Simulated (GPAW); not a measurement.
The system is SiO2.

```
Si O
1.0
     4.23317    0.00000    0.00000
     0.00000    4.23317    0.00000
     0.00000    0.00000    2.69349
Si O
2 4
Cartesian
  0.0000 0.0000 0.0000
  2.1166 2.1166 1.3467
  3.4155 0.8177 1.3467
  1.2989 1.2989 0.0000
  0.8177 3.4155 1.3467
  2.9343 2.9343 0.0000
```

The cell comes from a database or a generator and needn't be the stable form of this composition.

```yaml
Program: GPAW 26.7.0
Task: relaxation of cell and atoms
Functional: PBEsol
Dispersion: D4
Potentials_or_basis: PAW data sets generated in the run's folder for this functional
Cutoff: 800 eV
Basis: pw
k_mesh: 5 × 5 × 7
Occupations: fermi-dirac, width 0.05 eV
Spin: no spin polarisation
```

At the start: pressure -5.5 GPa; volume 8.04 Å³/atom.

Problem. Where does the relaxation end?

Solution. Over 8 steps the energy falls by 3.0 meV/atom and the volume is 7.88 Å³/atom (-2.1 %); space group P4_2/mnm (No. 136, to 0.05 Å).

The path:
| step | energy change (eV) | largest force (eV/Å) | pressure (GPa) | volume (Å³) |
| --- | --- | --- | --- | --- |
| 1 | 0.0000 | 0.0572 | -5.51 | 48.27 |
| 2 | -0.0032 | 0.0463 | -5.00 | 48.17 |
| 3 | -0.0162 | 0.0360 | 0.08 | 47.29 |
| 4 | -0.0165 | 0.0175 | 0.03 | 47.31 |
| 5 | -0.0170 | 0.0422 | 0.13 | 47.30 |
| 6 | -0.0172 | 0.0527 | 0.18 | 47.29 |
| 7 | -0.0176 | 0.0409 | 0.18 | 47.26 |
| 8 | -0.0178 | 0.0156 | 0.08 | 47.26 |

Final structure:
```
Si O
1.0
     4.19314    0.00000    0.00000
     0.00000    4.19314    0.00000
     0.00000    0.00000    2.68784
Si O
2 4
Cartesian
  0.0000 0.0000 0.0000
  2.0966 2.0966 1.3439
  3.3782 0.8149 1.3439
  1.2816 1.2816 0.0000
  0.8149 3.3782 1.3439
  2.9115 2.9115 0.0000
```

Caveat: later steps reuse the first step's grids.
